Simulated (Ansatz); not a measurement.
The system is MgS.

```
S Mg
1.0
     0.00000    2.83312    2.83312
     2.83312    0.00000    2.83312
     2.83312    2.83312    0.00000
S Mg
1 1
Direct
  0.25000 0.25000 0.25000
  0.00000 0.00000 0.00000
```

The cell comes from a database or a generator and needn't be the stable form of this composition.

Base run:

- Program: Ansatz 0.2.0
- Functional: PBEsol
- Potentials or basis: all-electron LAPW, scalar-relativistic
- Cutoff: 208 eV
- Density cutoff: 833 eV
- Basis error allowed: 0.001 eV/atom
- k mesh: 8 × 8 × 8
- Occupations: fermi-dirac, width 0.05 eV
- Spin: no spin polarisation

Its results: band gap on the k mesh 3.28 eV, direct; pressure -0.5 GPa.

Q: The run is repeated on the same cell with these changes: functional from PBEsol to LDA. What comes out?

A: Band gap on the k mesh 3.17 eV, direct; pressure -2.2 GPa.

LDA binds more tightly than PBEsol, so the same cell stands under less pressure.

Not every run made on this cell is shown here.
